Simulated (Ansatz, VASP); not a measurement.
## BN: VASP beside Ansatz

POSCAR

```
BN
1.0
    2.5352395061      0.0000000000      0.0000000000
   -1.2676197531      2.1955818169      0.0000000000
    0.0000000000      0.0000000000      6.6896063679
B N
2 2
Direct
    0.3333333333      0.6666666667      0.2500000000
    0.6666666667      0.3333333333      0.7500000000
    0.3333333333      0.6666666667      0.7500000000
    0.6666666667      0.3333333333      0.2500000000
```

INCAR.step1

```
PREC = Accurate
ENCUT = 520
ISMEAR = 0
SIGMA = 0.05
LREAL = F
LASPH = T
NELM = 80
NBANDS = 16
GGA = PE
ALGO = Normal
EDIFF = 1E-4
LWAVE = T
LCHARG = F
```

The input INCAR.step2:

```
PREC = Accurate
ENCUT = 520
EDIFF = 1E-7
ISMEAR = 0
SIGMA = 0.05
LREAL = F
LASPH = T
NELM = 80
ALGO = Normal
ISIF = 2
LWAVE = F
LCHARG = T
METAGGA = R2SCAN
LMIXTAU = T
LELF = T
LVHAR = T
NBANDS = 16
ISTART = 1
```

The input KPOINTS:

```
Automatic mesh
0
Gamma
  12 12 4
```

Input for Ansatz:

```yaml
crystal:
  lattice:
    - [2.5352395061, 0.0, 0.0]
    - [-1.2676197531, 2.1955818169, 0.0]
    - [0.0, 0.0, 6.6896063679]
  atoms:
    - { symbol: B, position: [0.3333333333, 0.6666666667, 0.25] }
    - { symbol: B, position: [0.6666666667, 0.3333333333, 0.75] }
    - { symbol: "N", position: [0.3333333333, 0.6666666667, 0.75] }
    - { symbol: "N", position: [0.6666666667, 0.3333333333, 0.25] }
basis:
  ecutwfc: 500
kpoints:
  mp_grid: { grid: [12, 12, 4] }
hamiltonian:
  xc: r2scan
scf:
  occupations: { method: gaussian, width: 0.05 }
output:
  forces: true
  stress: true
  eigenvalues: true
```

Alike in both runs: task single point; functional r2SCAN; k mesh 12 × 12 × 4; occupations gaussian, width 0.05 eV; no spin polarisation.

|  | VASP | Ansatz |
| --- | --- | --- |
| version | VASP 6.6.1 | Ansatz 0.2.0 |
| potentials or method | VASP PAW PBE potentials, release 64 (B, N) | scalar-relativistic, plane waves, PAW |
| plane-wave cutoff (eV) | 520 | 500 |
| valence electrons in the cell | 16 | 16 |

VASP gave:

| Item | Value |
| --- | --- |
| gap on the k mesh at the Fermi level (eV) | 4.82 |
| least direct gap on the mesh (eV) | 5.23 |
| pressure (GPa) | -8.8 |
| largest component of the traceless stress (GPa) | 9.26 |

What did Ansatz give for the same quantities?

gap on the k mesh at the Fermi level (eV): 4.78; least direct gap on the mesh (eV): 5.19; pressure (GPa): -9.2; largest component of the traceless stress (GPa): 9.88.

With one functional, cell and mesh, what is left measures potentials, basis and numerics.

Caveats: the PAW data sets were made with another functional, which shifts forces and pressure a little (VASP). r2SCAN opens gaps a little over a GGA but as a rule still falls short of measured ones. A k mesh can miss the band edges.
